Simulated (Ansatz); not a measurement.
Data:

CsCl:
```cif
data_ClCs
_chemical_formula_sum 'Cs1 Cl1'
_space_group_name_H-M_alt 'Pm-3m'
_space_group_IT_number 221
_space_group_name_Hall '-P 4 2 3'
_cell_length_a 4.20610
_cell_length_b 4.20610
_cell_length_c 4.20610
_cell_angle_alpha 90.000
_cell_angle_beta 90.000
_cell_angle_gamma 90.000
loop_
_atom_site_label
_atom_site_type_symbol
_atom_site_symmetry_multiplicity
_atom_site_Wyckoff_symbol
_atom_site_fract_x
_atom_site_fract_y
_atom_site_fract_z
_atom_site_occupancy
Cs1 Cs 1 a 0.00000 0.00000 0.00000 1
Cl1 Cl 1 b 0.50000 0.50000 0.50000 1
```

This is the PBE-relaxed structure.

Question: All from PBE (plane waves, PAW; program Ansatz), unless another level is named. Estimate the electron effective mass with spin–orbit coupling.

Answer: 0.36 mₑ (isotropic).

Question: Predict the hole effective mass with spin–orbit coupling, band 1 of 2 at the edge.

Answer: 4.4 along [100], 3.6 along [110], 3.4 along [111] (mₑ).

Question: Next, the hole effective mass with spin–orbit coupling, band 2 of 2 at the edge?

Answer: 0.87 along [100], 0.91 along [110], 0.92 along [111] (mₑ).

Question: And the HSE06 gap on the PBE cell?

Answer: 6.31 eV.

Question: And the valence-band maximum?

Answer: at Γ.

Symmetry was held in the PBE relaxation. Scalar-relativistic: spin–orbit coupling is off unless named, which matters more the heavier the elements.

Potentials: the later of the program's two PAW sets.
